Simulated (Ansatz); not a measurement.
Write the native input for Ansatz 0.2.0 that does the following.

```
Task                : phonons
Functional          : PBEsol
Potentials or basis : all-electron LAPW, scalar-relativistic
Cutoff              : 455 eV (chosen from the basis error)
Basis error allowed : 0.002 eV/atom
k mesh              : 10 × 10 × 5
Occupations         : fermi-dirac, width 0.05 eV
Spin                : no spin polarisation
```

CuO (Tenorite):

```
Cu O
1.0
     2.34465   -1.71340    0.00000
     2.34465    1.71340    0.00000
    -0.86055    0.00000    5.05944
Cu O
2 2
Direct
  0.49680 0.00320 0.50000
  0.00320 0.49680 0.00000
  0.40560 0.57140 0.75370
  0.57140 0.40560 0.25370
```

One way to write it, as run:

input.yaml

```yaml
crystal:
  lattice:
    - [2.34465, -1.7134, 0.0]
    - [2.34465, 1.7134, 0.0]
    - [-0.8605543552, 0.0, 5.0594363927]
  atoms:
    - { symbol: Cu, position: [0.4968, 0.0032, 0.5] }
    - { symbol: Cu, position: [0.0032, 0.4968, 0.0] }
    - { symbol: O, position: [0.4056, 0.5714, 0.7537] }
    - { symbol: O, position: [0.5714, 0.4056, 0.2537] }
kpoints:
  mp_grid: { grid: [10, 10, 5] }
scf:
  occupations: { method: fermi_dirac, width: 0.05 }
hamiltonian:
  xc: pbesol
  pseudopotentials: { kind: all_electron, lapw: { basis_error: 0.002 } }
output: {}
phonons:
  method: fd
  supercell: [1, 1, 1]
```

Potentials or basis: all-electron LAPW, scalar-relativistic.

Run with:

```console
$ ansatz run input.yaml --threads 2 --pin off --max-ram 8192MiB --backend cpu --events-out ev --progress --plain --runs-dir out
```

Results of the run:

| Quantity | Value |
| --- | --- |
| Largest force | 0.757 eV/Å |
| Band gap on the k mesh | none (metal or under the smearing width) |
| Highest phonon frequency at Γ | 494 cm⁻¹ |

Caveat: a metal's response needs a denser mesh; the run has no spin polarisation, though such a crystal can be magnetic; semilocal functionals often make such compounds metallic where correlation or magnetic order opens a gap, which also shifts bond lengths.

Wall time 24 min on 2 threads of AMD EPYC 7R43 64-Core Processor (Zen 3) (shared host), peak memory 1.3 GiB.
